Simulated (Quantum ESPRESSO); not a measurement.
GaAs: phonon spectrum and thermodynamics under several settings

```
As Ga
1.0
     0.00000    2.82685    2.82685
     2.82685    0.00000    2.82685
     2.82685    2.82685    0.00000
As Ga
1 1
Direct
  0.75000 0.75000 0.75000
  0.00000 0.00000 0.00000
```

All runs used Quantum ESPRESSO 7.5; k mesh 4 × 4 × 4, shifted; relaxed cell; no spin polarisation; occupations smeared at first, fixed for the response; q mesh 2 × 2 × 2.

| level | potentials | cutoff (eV) | volume (Å³/atom) | pressure (GPa) | highest frequency (cm⁻¹) | zero-point energy (meV/atom) | entropy at room temperature (k_B/atom) |
| --- | --- | --- | --- | --- | --- | --- | --- |
| LDA | PseudoDojo 0.4.1 SR LDA standard | 1088 | 21.95 | -0.1 | 286 | 33.8 | 3.97 |
| PBEsol | PseudoDojo 0.4.1 SR PBEsol standard | 1143 | ? | 0.0 | ? | ? | ? |

Q: What stands in the row left open?

A: Volume 22.68 Å³/atom; highest frequency 280 cm⁻¹; zero-point energy 33.0 meV/atom; entropy at room temperature 4.03 k_B/atom.

For the row left open. Caveat: the q mesh is small, so phonon branches between its points and thermal values are rough.
